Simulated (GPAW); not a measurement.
# NiSb (Breithauptite) (P6_3/mmc) in GPAW: single point with PBE

Aim: the single point of NiSb (Breithauptite) with PBE.

All numbers are computed with GPAW 26.7.0; they aren't measurements. Logs are shortened: lines on timing, memory, paths and dates and some standing lists are left out, and cuts for length are marked. The log counts tension as positive stress, the text compression.

## (1) Starting point

It takes space group P6_3/mmc (No. 194, hexagonal). Conventional cell: a = 3.928 Å, b = 3.928 Å, c = 5.120 Å, α = 90.00°, β = 90.00°, γ = 120.00°. Sb (site symmetry -6m2) is surrounded by 6 Ni at 2.60 Å. Around Ni (site symmetry -3m) lie 2 Ni at 2.56 Å and 6 Sb at 2.60 Å.

## (2) Single point, PBE, collinear spin, ferromagnetic start

run.py reads:

```python
from ase import Atoms
from ase.dft.bandgap import bandgap
from ase.io import write
from ase.units import GPa
from gpaw import GPAW, PW

atoms = Atoms(['Sb', 'Sb', 'Ni', 'Ni'],
              cell=[[3.928, 0.0, 0.0],
                    [-1.964, 3.4017477861, 0.0],
                    [0.0, 0.0, 5.12]],
              scaled_positions=[[0.6666666667, 0.3333333333, 0.75],
                                [0.3333333333, 0.6666666667, 0.25],
                                [0.0, 0.0, 0.5],
                                [0.0, 0.0, 0.0]],
              pbc=True)
atoms.set_initial_magnetic_moments([0.0, 0.0, 2.5, 2.5])

calc = GPAW(mode=PW(600),
            xc='PBE',
            kpts={'size': (8, 8, 5), 'gamma': True},
            occupations={'name': 'fermi-dirac', 'width': 0.05},
            nbands=50,
            convergence={'density': 1e-05, 'energy': 1e-05},
            maxiter=150,
            txt='gpaw.txt')
atoms.calc = calc
energy = atoms.get_potential_energy()
forces = atoms.get_forces()
stress = atoms.get_stress()
calc.write('gs.gpw')
write('result.traj', atoms)
print(f'Energy: {energy:.6f} eV')
print('Forces (eV/A):')
print(forces.round(4))
print('Stress (GPa):', (stress / GPa).round(3))
print('Moments:', calc.get_magnetic_moments().round(3))
print('Fermi level:', round(calc.get_fermi_level(), 4), 'eV')
print(f'Gap: {bandgap(calc)[0]:.4f} eV, direct: {bandgap(calc, direct=True)[0]:.4f} eV')
```

Potentials or basis: GPAW PAW data sets (gpaw-data 1.2.1), pw.

Launch:

```console
OMP_NUM_THREADS=1 python run.py
```

gpaw.txt:

```text
__  _  _
 | _ |_)|_||  |
 |__||  | ||/\| - 26.7.0

Input parameters:
  mode=PW(ecut=600.0),
  convergence={'density': 1e-05, 'energy': 1e-05},
  kpts=MonkhorstPack(size=(8, 8, 5), gamma=True),
  maxiter=150,
  nbands=50,
  occupations=Occupations(name='fermi-dirac', width=0.05),
  xc=XC(name='PBE')

Diagonalizing LCAO Hamiltonian
Converting LCAO to pw mode

             Sb

       NiSb

       Ni

Atoms  # Å, Bohr magnetons
|   | symbol |         x |        y |        z |    initial magnetic moments |
|---|--------|-----------|----------|----------|-----------------------------|
| 0 |     Sb |  1.964000 | 1.133916 | 3.840000 | ( 0.0000,  0.0000,  0.0000) |
| 1 |     Sb | -0.000000 | 2.267832 | 1.280000 | ( 0.0000,  0.0000,  0.0000) |
| 2 |     Ni |  0.000000 | 0.000000 | 2.560000 | ( 0.0000,  0.0000,  2.5000) |
| 3 |     Ni |  0.000000 | 0.000000 | 0.000000 | ( 0.0000,  0.0000,  2.5000) |

Unit cell  # Å
| periodic |         x |        y |        z |  lengths |     angles |
|----------|-----------|----------|----------|----------|------------|
|      yes |  3.928000 | 0.000000 | 0.000000 | 3.928000 |  90.000000 |
|      yes | -1.964000 | 3.401748 | 0.000000 | 3.928000 |  90.000000 |
|      yes |  0.000000 | 0.000000 | 5.120000 | 5.120000 | 120.000000 |

Number of symmetries: 12
Symmetry operations  # r_c * U_cc + t_c -> r_c
|    | kind |            matrix            |
|----|------|------------------------------|
|  0 |  σ   |  1, 1, 0,  0,-1, 0,  0, 0, 1 |
|  1 |  S6  |  1, 1, 0, -1, 0, 0,  0, 0,-1 |
|  2 |  E   |  1, 0, 0,  0, 1, 0,  0, 0, 1 |
|  3 |  C2  |  1, 0, 0, -1,-1, 0,  0, 0,-1 |
|  4 |  C2  |  0, 1, 0,  1, 0, 0,  0, 0,-1 |
|  5 |  C3  |  0, 1, 0, -1,-1, 0,  0, 0, 1 |
|  6 |  S6  |  0,-1, 0,  1, 1, 0,  0, 0,-1 |
|  7 |  σ   |  0,-1, 0, -1, 0, 0,  0, 0, 1 |
|  8 |  σ   | -1, 0, 0,  1, 1, 0,  0, 0, 1 |
|  9 |  i   | -1, 0, 0,  0,-1, 0,  0, 0,-1 |
| 10 |  C3  | -1,-1, 0,  1, 0, 0,  0, 0, 1 |
| 11 |  C2  | -1,-1, 0,  0, 1, 0,  0, 0,-1 |

BZ-sampling:
  Number of BZ points: 320
  Number of IBZ points: 40

  Monkhorst-Pack size: [8, 8, 5]
  Monkhorst-Pack shift: [0.0625, 0.0625, 0.0]

K-points  # in reciprocal-cell coordinates
|     |                                coordinates |     weight |
|-----|--------------------------------------------|------------|
|   0 | (  0.00000000,   0.00000000,   0.00000000) | 0.00312500 |
|   1 | (  0.00000000,   0.00000000,   0.20000000) | 0.00625000 |
|   2 | (  0.00000000,   0.00000000,   0.40000000) | 0.00625000 |
|   3 | (  0.12500000,   0.00000000,  -0.40000000) | 0.01875000 |
|   4 | (  0.12500000,   0.00000000,  -0.20000000) | 0.01875000 |
|   5 | (  0.12500000,   0.00000000,   0.00000000) | 0.01875000 |
|   6 | (  0.12500000,   0.00000000,   0.20000000) | 0.01875000 |
|   7 | (  0.12500000,   0.00000000,   0.40000000) | 0.01875000 |
|   8 | (  0.25000000,  -0.12500000,   0.00000000) | 0.01875000 |
|   9 | (  0.25000000,  -0.12500000,   0.20000000) | 0.03750000 |
| ... |                                            |            |
|  39 | (  0.50000000,   0.50000000,   0.40000000) | 0.01875000 |

Plane wave coefficients: 2306
Cutoff: 600.0 eV

Spin-components: 2 (collinear spins)
Bands:           50
Projectors:      24
Spin-degeneracy: 1
Datatype:        complex128

Parallelization:
  kpt:    1
  domain: 1
  band:   1

Density:
  Valence electrons: 62.0
  Components: 2
  Grid points: [24 24 30]
  Charge: 0.0  # |e|

Potential:
  Grid points: [24 24 30]

species:
  Sb:
    name:    Antimony
    Z:       51.0
    valence: 15
    core:    36
    charge:  0.0  # [|e|]
    compensation charges:
      type: gauss
      rc: 0.36  # [Å]
      lmax: 2
    cutoffs:
      filter: 2.23  # [Å]
      core: 2.23  # [Å]
    projectors
    | kind |    occ | energy [eV] | rcut [Å] |
    |------|--------|-------------|----------|
    |   5s |  2.000 |     -12.815 |    1.154 |
    |   5p |  3.000 |      -4.830 |    1.233 |
    |   4d | 10.000 |     -33.514 |    1.196 |
    |    s |        |      14.396 |    1.154 |
    |    p |        |      22.381 |    1.233 |
    |    d |        |      -6.303 |    1.196 |

    Using partial waves for Sb as LCAO basis

  Ni:
    name:    Nickel
    Z:       28.0
    valence: 16
    core:    12
    charge:  0.0  # [|e|]
    compensation charges:
      type: gauss
      rc: 0.36  # [Å]
      lmax: 2
    cutoffs:
      filter: 2.14  # [Å]
      core: 1.98  # [Å]
    projectors
    | kind |    occ | energy [eV] | rcut [Å] |
    |------|--------|-------------|----------|
    |   4s |  2.000 |      -5.642 |    1.164 |
    |   3p |  6.000 |     -71.394 |    1.207 |
    |   4p |  0.000 |      -1.226 |    1.207 |
    |   3d |  8.000 |      -8.875 |    1.138 |
    |    s |        |      21.570 |    1.164 |
    |    d |        |      18.337 |    1.138 |

    Using partial waves for Ni as LCAO basis

Reference energy: -435299.113390  # eV

eigensolver:
  PPCG
  Converge bands: occupied
  niter=2

density mixing:
  MSR1-Mixer
  Pratt-step length: 0.05
  Maximum mixing coefficient: 0.75
  Old densities: 10
  SVD Regularization: 0.005
  Good broyden scale: 1.0
  Trust region scale: 1.0
  Backstep threshold: 4.0
  History deletion threshold: 6.0
  Fourier metric: weight=20.0, sigma=0.015

occupation numbers:
  Fermi-Dirac:
    width: 0.0500  # eV

poisson solver:
  ecut: 4800.0  # eV

xc functional:
  name: PBE with 2 nearest neighbor stencil

convergence criteria:
- Maximum integral of absolute [dens]ity change: 1e-05 electrons / valence electron
- Maximum [total energy] change in last 3 cyles: 1e-05 eV / valence electron
- Maximum integral of absolute [eigenst]ate change: 4e-08 eV^2 / valence electron
maximum number of iterations: 150

SCF iterations
|iter     | |      energy | eigst |  dens |  magmom |
|---------|-|-------------|-------|-------|---------|
|iter:   1| |  -36.684609 | +0.62 |       |  +4.9367|
|iter:   2| |  -30.470149 | -1.00 | -0.73 |  +4.7090|
|iter:   3| |  -25.383010 | -0.72 | -0.80 |  +2.9742|
|iter:   4| |  -24.559545 | -1.34 | -1.10 |  +2.5184|
|iter:   5| |  -24.482894 | -1.79 | -1.21 |  +0.9697|
|iter:   6| |  -24.721488 | -2.49 | -1.63 |  -0.0126|
|iter:   7| |  -24.460437 | -2.59 | -1.67 |  -0.0638|
|iter:   8| |  -24.443560 | -2.96 | -1.97 |  -0.1243|
|iter:   9| |  -24.445083 | -4.40 | -2.46 |  -0.0270|
|iter:  10| |  -24.445954 | -4.47 | -2.73 |  -0.0207|
|iter:  11| |  -24.446018 | -5.65 | -3.30 |  -0.0043|
|iter:  12| |  -24.446017c| -6.69 | -3.84 |  -0.0011|
|iter:  13| |  -24.446017c| -7.14 | -4.19 |  +0.0006|
|iter:  14| |  -24.446017c| -7.64c| -4.63 |  +0.0003|
|iter:  15| |  -24.446017c| -8.14c| -5.25c|  +0.0001|

Converged in 15 steps
Energy contributions relative to reference atoms: (reference = -435299.113390)

Energy contributions:
  Kinetic:          21.423561
  Coulomb:         -14.738007
  Zero:              0.402187
  External:          0.000000
  Xc:              -31.524387
  Entropy:          -0.018743
  Spinorbit:         0.000000
  ----------------------------
  Free energy:     -24.455389
  Extrapolated:    -24.446017

dipole moment: (-7.944666, -13.760565, -10.355572)  # |e|*Ang

Total magnetic moment: (0.000000, 0.000000, 0.000098)

Local magnetic moments
|        x |        y |         z |
|----------|----------|-----------|
| 0.000000 | 0.000000 |  0.000016 |  # Sb   0
| 0.000000 | 0.000000 |  0.000016 |  # Sb   1
| 0.000000 | 0.000000 | -0.000003 |  # Ni   2
| 0.000000 | 0.000000 |  0.000022 |  # Ni   3

Fermi level: 9.464
Eigenvalues  # (at kpt = [0.000, 0.000, 0.000])
| band index |      eig [eV] | occ [0-1] |      eig [eV] | occ [0-1] |
|------------|---------------|-----------|---------------|-----------|
|          0 |       -54.295 |     1.000 |       -54.295 |     1.000 |
|        ... |               |           |               |           |
|         20 |         5.515 |     1.000 |         5.515 |     1.000 |
|         21 |         6.262 |     1.000 |         6.263 |     1.000 |
|         22 |         6.865 |     1.000 |         6.865 |     1.000 |
|         23 |         6.865 |     1.000 |         6.865 |     1.000 |
|         24 |         7.345 |     1.000 |         7.345 |     1.000 |
|         25 |         7.345 |     1.000 |         7.345 |     1.000 |
[... 8 lines left out ...]
|         34 |        13.495 |     0.000 |        13.496 |     0.000 |
|         35 |        14.815 |     0.000 |        14.815 |     0.000 |
|        ... |               |           |               |           |
|         49 |        32.026 |     0.000 |        32.179 |     0.000 |

No gap
No difference between direct/indirect transitions

Forces  # eV/Ang
|        x |       y |        z |
|----------|---------|----------|
|  0.00000 | 0.00000 |  0.00001 |  # Sb   0
| -0.00000 | 0.00000 | -0.00001 |  # Sb   1
|  0.00000 | 0.00000 |  0.00000 |  # Ni   2
| -0.00000 | 0.00000 |  0.00000 |  # Ni   3

Stress tensor  # eV/Ang^3
|         x |         y |         z |
|-----------|-----------|-----------|
| -0.023431 |  0.000000 |  0.000000 |
|  0.000000 | -0.023431 | -0.000000 |
|  0.000000 | -0.000000 | -0.019269 |

# Writing to gs.gpw (mode='')
```

stdout:

```text
Energy: -24.446017 eV
Forces (eV/A):
[[ 0.  0.  0.]
 [-0.  0. -0.]
 [ 0.  0.  0.]
 [-0.  0.  0.]]
Stress (GPa): [-3.754 -3.754 -3.087 -0.     0.     0.   ]
Moments: [ 0.  0. -0.  0.]
Fermi level: 9.4638 eV
Gap: 0.0000 eV, direct: 0.0000 eV
```

Wall time 3.4 min (1 thread of Intel Xeon Platinum 8488C (Sapphire Rapids), shared host); peak memory 0.34 GiB.

What came out:

- Free energy: -24.4554 eV
- Pressure: 3.5 GPa
- Band gap on the k mesh: none (metal or under the smearing width)
- Net moment: 0.00 μB per cell

Stress tensor (GPa, compression positive):
```
3.75 0.00 0.00
0.00 3.75 0.00
0.00 0.00 3.09
```

Levels at points of the mesh, in eV from the Fermi level:
Spin up:
```csv
k point,band 29,band 30,band 31,band 32,band 33,band 34
"(0.00, 0.00, 0.00)",0.02,0.55,0.55,2.57,2.57,3.14
"(0.50, 0.50, 0.00)",-1.60,-1.39,-1.31,-0.31,1.20,3.51
```
Spin down:
| k point | band 29 | band 30 | band 31 | band 32 | band 33 | band 34 |
| --- | --- | --- | --- | --- | --- | --- |
| (0.00, 0.00, 0.00) | 0.02 | 0.55 | 0.55 | 2.57 | 2.57 | 3.14 |
| (0.50, 0.50, 0.00) | -1.60 | -1.39 | -1.31 | -0.31 | 1.20 | 3.51 |

Caveat: the starting moments collapsed, and a magnetic state may lie lower; the stock nickel data set gives pressures a few GPa off other programs.
